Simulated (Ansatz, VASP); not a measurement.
## One calculation of Se, two programs

File INCAR:

```
  ALGO = Normal
  EDIFF = 1E-6
  ENCUT = 520
  GGA = PE
  ISIF = 2
  ISMEAR = 0
  LASPH = T
  LCHARG = T
  LELF = T
  LREAL = F
  LVHAR = T
  LWAVE = F
  NBANDS = 13
  NELM = 60
  PREC = Accurate
  SIGMA = 0.1
```

Contents of KPOINTS:

```
k-points
0
Gamma
  12 12 12
```

The input POSCAR:

```
Se
1.0
    0.0000000000      3.2190835218      3.2190835218
    3.2190835218      0.0000000000      3.2190835218
    3.2190835218      3.2190835218      0.0000000000
Se
2
Direct
    0.5000000000      0.5000000000      0.5000000000
    0.7500000000      0.7500000000      0.7500000000
```

Input for Ansatz:

```yaml
crystal:
  lattice:
    - [0.0, 3.2190835218, 3.2190835218]
    - [3.2190835218, 0.0, 3.2190835218]
    - [3.2190835218, 3.2190835218, 0.0]
  atoms:
    - { symbol: Se, position: [0.5, 0.5, 0.5] }
    - { symbol: Se, position: [0.75, 0.75, 0.75] }
basis:
  ecutwfc: 420
kpoints:
  mp_grid: { grid: [12, 12, 12] }
hamiltonian:
  xc: pbe
scf:
  occupations: { method: gaussian, width: 0.1 }
output:
  forces: true
  stress: true
  eigenvalues: true
```

Alike in both runs: task single point; functional PBE; k mesh 12 × 12 × 12; occupations gaussian, width 0.1 eV; no spin polarisation.

```csv
,VASP,Ansatz
version,VASP 6.6.1,Ansatz 0.2.0
potentials or method,"VASP PAW PBE potentials, release 64 (Se)","scalar-relativistic, plane waves, PAW"
plane-wave cutoff (eV),520,420
valence electrons in the cell,12,32
```

|  | VASP | Ansatz | Ansatz less VASP |
| --- | --- | --- | --- |
| gap on the k mesh at the Fermi level (eV) | none | none | - |
| pressure (GPa) | -1.7 | -1.7 | -0.01 |

A gap of «none» marks a metal or a gap that the smearing closes. With one functional, cell and mesh, what is left measures potentials, basis and numerics. The two sets of potentials don't hold the same shells in valence.
